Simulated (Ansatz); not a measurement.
Runs of Ansatz 0.2.0 on Te2Mo. The cell holds a slab with vacuum, 6 atoms: a = 6.362 Å, b = 3.480 Å, c = 36.176 Å, α = 90.00°, β = 90.14°, γ = 90.00°. 

```csv
task,level,cell,k mesh,cutoff (eV),points for each segment of the path,gap on the mesh (eV),relaxed volume (Å³/atom),largest force (eV/Å)
relaxation of cell and atoms,r2SCAN+D4,relaxed,4 × 8 × 1,500,-,-,(a),-
single point,revPBE0,as given,3 × 5 × 1,420,-,0.64,-,0.26
band structure,BLYP,as given,4 × 8 × 1,420,14,none,-,0.83
relaxation of cell and atoms,PBEsol,relaxed,4 × 8 × 1,420,-,none,(b),0.01
single point,PBE0,as given,3 × 5 × 1,420,-,(c),-,0.37
relaxation of cell and atoms,PBEsol+D4,relaxed,3 × 6 × 1,420,-,none,128.50,0.01
relaxation of cell and atoms,PBEsol+D3(BJ),relaxed,4 × 8 × 1,420,-,-,125.27,0.01
relaxation of cell and atoms,PBEsol+D4,relaxed,4 × 8 × 1,420,-,-,128.78,0.01
```

Alike in all rows: potentials or basis Ansatz PAW; no spin polarisation; smearing fermi-dirac 0.05 eV.

Question: Estimate the missing entries.

Answer: (a) 132.32; (b) 128.85; (c) 0.63.

Caveats: the PAW data sets come from PBE, with cores solved anew for the run's functional, which leaves a small shift of forces and pressure; the plane-wave basis is chosen anew once the cell has moved, so the energies of steps on either side of that aren't comparable (some runs); the potentials were made for another functional, which shifts forces and pressure (some runs); odd divisions of the mesh miss points on the zone boundary, where band edges often lie, so the gap on the mesh can be too wide (some runs); spin-orbit coupling is left out, which moves the levels of the heavy elements (some runs); without dispersion, layers of such crystals drift apart on relaxing, which shifts levels and gaps (some runs); volumes and pressures include the vacuum (some runs).

A k mesh can miss the band edges, and the runs leave out spin-orbit coupling on Mo, Te.

A gap of «none» marks a metal or a gap under the smearing width.

Not every run made on this cell is shown here.
